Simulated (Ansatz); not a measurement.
Crystal: ZnO (zincite).

```
Zn O
1.0
     3.24931    0.00000    0.00000
    -1.62465    2.81398    0.00000
     0.00000    0.00000    5.20571
Zn O
2 2
Direct
  0.66667 0.33333 0.00000
  0.33333 0.66667 0.50000
  0.33333 0.66667 0.87901
  0.66667 0.33333 0.37901
```

- Program: Ansatz 0.2.0
- Task: relaxation of cell and atoms
- Functional: PBEsol
- Dispersion: D3(BJ)
- Potentials or basis: Ansatz PAW
- Cutoff: 420 eV (not typed: the program's choice for these potentials)
- k mesh: 9 × 9 × 5
- Occupations: fermi-dirac, width 0.05 eV
- Spin: no spin polarisation

At the start: volume 11.90 Å³/atom.

Question: Where does the relaxation end?

Answer: It ends after 7 steps and the volume is 11.57 Å³/atom (-2.8 %); space group P6_3mc (No. 186, to 0.05 Å).

The path:
```
step  energy change (eV)  largest force (eV/Å)  volume (Å³)
   1              0.0000                0.0625        47.60
   2             -0.0164                0.0447        46.93
   3             -0.0234                0.0090        46.31
   4             -0.0233                0.0065        46.34
   5             -0.0179                0.0068        46.34
   6             -0.0182                0.0014        46.28
   7             -0.0179                0.0013        46.28
```

Final structure:
```cif
data_structure
_symmetry_space_group_name_H-M 'P 1'
_symmetry_Int_Tables_number 1
_cell_length_a 3.2116
_cell_length_b 3.2116
_cell_length_c 5.1811
_cell_angle_alpha 90.000
_cell_angle_beta 90.000
_cell_angle_gamma 120.000
_cell_volume 46.28
loop_
_atom_site_label
_atom_site_type_symbol
_atom_site_fract_x
_atom_site_fract_y
_atom_site_fract_z
_atom_site_occupancy
Zn1 Zn 0.66667 0.33333 0.99994 1
Zn2 Zn 0.33333 0.66667 0.49994 1
O1 O 0.33333 0.66667 0.87907 1
O2 O 0.66667 0.33333 0.37907 1
```

Caveat: the plane-wave basis is chosen anew once the cell has moved, so the energies of steps on either side of that aren't comparable; the pressure holds a Pulay correction of +0.8 GPa for the finite cutoff; the PAW data sets come from PBE, with cores solved anew for the run's functional, which leaves a small shift of forces and pressure.
